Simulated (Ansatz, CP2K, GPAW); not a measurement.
# One calculation of Li2S, 3 ways

```
S Li
1.0
     4.02273    0.00000    0.00000
     2.01137    3.48379    0.00000
     2.01137    1.16126    3.28455
S Li
1 2
Direct
  0.00000 0.00000 0.00000
  0.75000 0.75000 0.75000
  0.25000 0.25000 0.25000
```

Alike in all runs: task band structure; functional PBEsol; k mesh 8 × 8 × 8; occupations fermi-dirac, width 0.1 eV; no spin polarisation; no spin-orbit coupling. Pressure is positive in compression and, in plane waves, holds the error of the finite cutoff, which Ansatz's Pulay term estimates and takes out. Gaps are the smaller of the mesh's and the band path's.

```json
{"program and potentials": "Ansatz, Ansatz PAW", "plane-wave cutoff (eV)": "420", "notes": "potentials made for PBE, which Ansatz adapts in part; 4 valence electrons an atom on average", "band gap (eV)": "3.22", "pressure (GPa)": "-0.73"}
{"program and potentials": "CP2K, POTENTIAL_UZH S GTH-PBE-q6, Li GTH-PBE-q3; TZVP-MOLOPT-PBE-GTH basis", "plane-wave cutoff (eV)": "-", "notes": "atomic basis; potentials made for PBE; 4 valence electrons an atom on average", "band gap (eV)": "3.59", "pressure (GPa)": "-0.37"}
{"program and potentials": "GPAW, PAW data sets generated for this functional", "plane-wave cutoff (eV)": "800", "notes": "2.67 valence electrons an atom on average", "band gap (eV)": "3.21", "pressure (GPa)": "-0.56"}
```

The band gap spans 3.21 (GPAW, PAW data sets generated for this functional) to 3.59 eV (CP2K, POTENTIAL_UZH S GTH-PBE-q6, Li GTH-PBE-q3; TZVP-MOLOPT-PBE-GTH basis). The pressure spans -0.73 (Ansatz, Ansatz PAW) to -0.37 GPa (CP2K, POTENTIAL_UZH S GTH-PBE-q6, Li GTH-PBE-q3; TZVP-MOLOPT-PBE-GTH basis). Rows in atomic bases carry the error of their basis and grid, which can be large.

The functional is the same throughout but for its coding, so the spread measures potentials, basis and numerics; runs on potential files found faulty are left out.
